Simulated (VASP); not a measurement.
A VASP 6.6.1 single-point calculation on SrTiO₃

INCAR

```
LREAL = .FALSE.
PREC = Accurate
LCHARG = .FALSE.
GGA = PE
NBANDS = 28
NELMDL = -12
IBRION = -1
NELM = 89
SIGMA = 0.02
EDIFF = 1E-8
NSW = 0
ISMEAR = -1
ENCUT = 520
ISIF = 2
LWAVE = .FALSE.
LASPH = .TRUE.
```

KPOINTS

```
KPOINTS created by Atomic Simulation Environment
0
Gamma
6 6 6
0 0 0
```

POSCAR

```
Sr Ti O
 1.0000000000000000
     3.9849885316000000    0.0000000000000000    0.0000000000000000
     0.0000000000000000    3.9849885316000000    0.0000000000000000
     0.0000000000000000    0.0000000000000000    3.9849885316000000
 Sr  Ti  O
   1   1   3
Cartesian
  0.0000000000000000  0.0000000000000000  0.0000000000000000
  1.9924942657999998  1.9924942657999998  1.9924942657999998
  1.9924942657999998  1.9924942657999998  0.0000000000000000
  1.9924942657999998  0.0000000000000000  1.9924942657999998
  0.0000000000000000  1.9924942657999998  1.9924942657999998
```

The recommended PBE PAW datasets give the neutral cell 40 valence electrons.

Command

```
mpirun -np 1 vasp_std
```

OSZICAR

```
N       E                     dE             d eps       ncg     rms          rms(c)
DAV:   1     0.429176294916E+03    0.42918E+03   -0.21278E+04  1120   0.157E+03
DAV:   2    -0.404841489192E+01   -0.43322E+03   -0.41421E+03  1284   0.434E+02
DAV:   3    -0.482311879401E+02   -0.44183E+02   -0.43799E+02  1516   0.134E+02
DAV:   4    -0.505701751159E+02   -0.23390E+01   -0.23324E+01  1676   0.265E+01
DAV:   5    -0.506407867311E+02   -0.70612E-01   -0.70599E-01  1548   0.366E+00
DAV:   6    -0.506424642039E+02   -0.16775E-02   -0.16774E-02  1660   0.480E-01
DAV:   7    -0.506424811289E+02   -0.16925E-04   -0.16925E-04  1552   0.557E-02
DAV:   8    -0.506424814497E+02   -0.32084E-06   -0.32084E-06  1664   0.634E-03
DAV:   9    -0.506424814532E+02   -0.34715E-08   -0.34623E-08  1460   0.789E-04
DAV:  10    -0.506424814532E+02   -0.80945E-10   -0.56287E-10  1188   0.125E-04
...
DAV:  20    -0.400710213935E+02    0.91957E-04   -0.34480E-04  1616   0.215E-01    0.484E-02
DAV:  21    -0.400710204147E+02    0.97886E-06   -0.25594E-04  1588   0.141E-01    0.322E-02
DAV:  22    -0.400710168938E+02    0.35209E-05   -0.43918E-05  1296   0.512E-02    0.133E-02
DAV:  23    -0.400710161905E+02    0.70324E-06   -0.54591E-06  1424   0.236E-02    0.526E-03
DAV:  24    -0.400710162011E+02   -0.10541E-07   -0.89303E-07  1728   0.878E-03    0.201E-03
DAV:  25    -0.400710161568E+02    0.44276E-07   -0.36523E-07  1548   0.461E-03    0.806E-04
DAV:  26    -0.400710161915E+02   -0.34678E-07   -0.15002E-08   864   0.111E-03    0.363E-04
DAV:  27    -0.400710162072E+02   -0.15694E-07   -0.88472E-09   756   0.840E-04    0.227E-04
DAV:  28    -0.400710161982E+02    0.89635E-08   -0.22428E-09   672   0.359E-04
   1 F= -.40071016E+02 E0= -.40071016E+02  d E =-.227395E-10
```

Standard output (part)

```
POSCAR found type information on POSCAR SrTiO
 POSCAR found :  3 types and       5 ions
 LDA part: xc-table for (Slater+PW92), standard interpolation
 POSCAR, INCAR and KPOINTS ok, starting setup
 WAVECAR not read
 entering main loop
```

From OUTCAR

```
k-points           NKPTS =     20   k-points in BZ     NKDIM =     20   number of bands    NBANDS=     28

   NELECT =      40.0000    total number of electrons

   dimension x,y,z NGX =    30 NGY =   30 NGZ =   30
   dimension x,y,z NGXF=    60 NGYF=   60 NGZF=   60

  energy-cutoff  :      520.00
  volume of cell :       63.28
      direct lattice vectors                 reciprocal lattice vectors
     3.984988532  0.000000000  0.000000000     0.250941751  0.000000000  0.000000000
     0.000000000  3.984988532  0.000000000     0.000000000  0.250941751  0.000000000
     0.000000000  0.000000000  3.984988532     0.000000000  0.000000000  0.250941751

 k-points in reciprocal lattice and weights: KPOINTS created by Atomic Simulation Env
   0.00000000  0.00000000  0.00000000       0.005
   0.16666667  0.00000000  0.00000000       0.028
   0.33333333  0.00000000  0.00000000       0.028
   0.50000000  0.00000000  0.00000000       0.014
   0.16666667  0.16666667  0.00000000       0.056
   0.33333333  0.16666667  0.00000000       0.111
   0.50000000  0.16666667  0.00000000       0.056
   0.33333333  0.33333333  0.00000000       0.056
   ...

 E-fermi :   4.0946

 k-point     1 :       0.0000    0.0000    0.0000
  band No.  band energies     occupation
      1     -53.0318      2.00000
      2     -29.3031      2.00000
      3     -29.2415      2.00000
      4     -29.2415      2.00000
      5     -29.2415      2.00000
      6     -13.5277      2.00000
      7     -12.6003      2.00000
      8     -12.6003      2.00000
      9     -11.2747      2.00000
     10     -11.2747      2.00000
     11     -11.2747      2.00000
     12       0.9110      2.00000
     13       0.9110      2.00000
     14       0.9110      2.00000
     15       2.6088      2.00000
     16       2.6088      2.00000
     17       2.6088      2.00000
     18       3.2956      2.00000
     19       3.2956      2.00000
     20       3.2956      2.00000
     21       5.4203      0.00000
     22       5.4203      0.00000
     23       5.4203      0.00000
     24       7.5648      0.00000
     25       7.5648      0.00000
     26       9.0182      0.00000
     27       9.0182      0.00000
     28       9.3705      0.00000

 k-point     2 :       0.1667    0.0000    0.0000
  band No.  band energies     occupation
      1     -53.0315      2.00000
      2     -29.3256      2.00000
      3     -29.2410      2.00000
      4     -29.2410      2.00000
      5     -29.2280      2.00000
      6     -13.5437      2.00000
      7     -12.6109      2.00000
      8     -12.5916      2.00000
      9     -11.2656      2.00000
     10     -11.2656      2.00000
     11     -11.1149      2.00000
     12       0.5867      2.00000
     13       0.9062      2.00000
     14       0.9062      2.00000
     15       2.2915      2.00000
     16       2.2915      2.00000
     17       2.4016      2.00000
     18       2.5900      2.00000
     19       3.1580      2.00000
     20       3.1580      2.00000
     21       5.4549      0.00000
     22       5.9393      0.00000
     23       5.9393      0.00000
     24       7.5669      0.00000
     25       8.2569      0.00000
     26       9.4186      0.00000
     27       9.4506      0.00000
     28      10.0082      0.00000

 ...

  Total       -2.0632095     -2.0632095     -2.0632095      0.0000000      0.0000000     -0.0000000
  in kB      -52.2363339    -52.2363339    -52.2363339      0.0000000      0.0000000     -0.0000000
  external PRESSURE =     -52.2363339 kB  Pullay stress =       0.0000000 kB

 POSITION                                       TOTAL-FORCE (eV/Angst)
 -----------------------------------------------------------------------------------
      0.00000      0.00000      0.00000         0.000000      0.000000      0.000000
      1.99249      1.99249      1.99249         0.000000      0.000000      0.000000
      1.99249      1.99249      0.00000         0.000000      0.000000      0.000000
      1.99249      0.00000      1.99249         0.000000      0.000000      0.000000
      0.00000      1.99249      1.99249         0.000000      0.000000      0.000000
 -----------------------------------------------------------------------------------
    total drift:                                0.000000      0.000000     -0.000000

  FREE ENERGIE OF THE ION-ELECTRON SYSTEM (eV)
  ---------------------------------------------------
  free  energy   TOTEN  =       -40.0710161982 eV

  energy  without entropy=      -40.0710161982  energy(sigma->0) =      -40.07101620
```

It converged. Results: gap between bands v and c on the k mesh 1.74 eV; least direct gap on the k mesh 2.12 eV; pressure -5.2 GPa. Band v is the last that the valence electrons fill when counted band by band, and c is the next.

For comparison, a separate PBE run of the intended cell, on usual settings and not on those above, gives a gap of 1.74 eV on its mesh and a pressure of -5.2 GPa.

The run above took about 61 s on one core of a shared host (Intel Xeon Platinum 8488C) and held 0.19 GiB at most.
